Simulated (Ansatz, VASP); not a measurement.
HfO2 in VASP and in Ansatz

```
CELL_PARAMETERS angstrom
0.00000 2.57627 2.57627
2.57627 0.00000 2.57627
2.57627 2.57627 0.00000
ATOMIC_POSITIONS crystal
Hf 0.00000 0.00000 0.00000
O 0.25000 0.25000 0.25000
O 0.75000 0.75000 0.75000
```

Alike in both runs: task single point; functional PBE; k mesh 9 × 9 × 9; no spin polarisation.

|  | VASP | Ansatz |
| --- | --- | --- |
| version | VASP 6.6.1 | Ansatz 0.2.0 |
| potentials or method | VASP PAW PBE potentials, release 64 (Hf_pv, O) | PAW plane waves |
| plane-wave cutoff (eV) | 520 | 420 |
| occupations | fermi-dirac, width 0.1 eV | fermi-dirac |
| valence electrons in the cell | 22 | 38 |

```tsv
	VASP	Ansatz	Ansatz less VASP
gap on the k mesh at the Fermi level (eV)	3.77	3.77	-0.002
pressure (GPa)	-10.7	-7.4	+3.34
```

One of these differences is far larger than is usual between the two programs; its cause wasn't traced. The two sets of potentials don't hold the same shells in valence.

Caveats: spin-orbit coupling is left out, which moves the levels of the heavy elements; an odd mesh through Γ misses points on the zone boundary, where band edges often lie.
